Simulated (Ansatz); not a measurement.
Crystal: Cr, diamond type, 2 atoms in the cell.

Method: PBE, plane waves, PAW datasets (generated soft set 1) (Ansatz).

Cutoff 420 eV; k-mesh 37×37×37 Γ-centred; Fermi–Dirac smearing of 0.0612 eV; no spin polarisation.

**Question.** What equilibrium volume, lattice constant and bulk modulus does this give?

**Answer.** V₀ = 16.543 Å³/atom (a₀ = 5.096 Å), B₀ = 102 GPa, B₀′ = 3.84. The points behind the fit:

```tsv
V (Å³/atom)	a (Å)	E − E(min) (meV/atom)	P (GPa)
15.555	4.9925	20.81	7.10
15.886	5.0277	8.90	4.48
16.217	5.0623	2.12	2.12
16.548	5.0965	0.00	-0.03
16.879	5.1303	2.10	-1.98
17.210	5.1636	8.05	-3.75
17.541	5.1965	17.47	-5.35
```

The published all-electron PBE values for this crystal (mean of FLEUR and WIEN2k, k-spacing 0.06 Å⁻¹; Bosoni et al., Nat. Rev. Phys. 6, 45 (2024)) are V₀ = 16.535 Å³/atom, B₀ = 102.3 GPa, B₀′ = 3.85.

The stress includes the program's correction for the finite plane-wave basis.

This cubic structure is a model: it isn't the usual form of the substance at ambient conditions, and such phases are metastable or hypothetical. Spin polarisation is left out, and a magnetic state may lie lower.
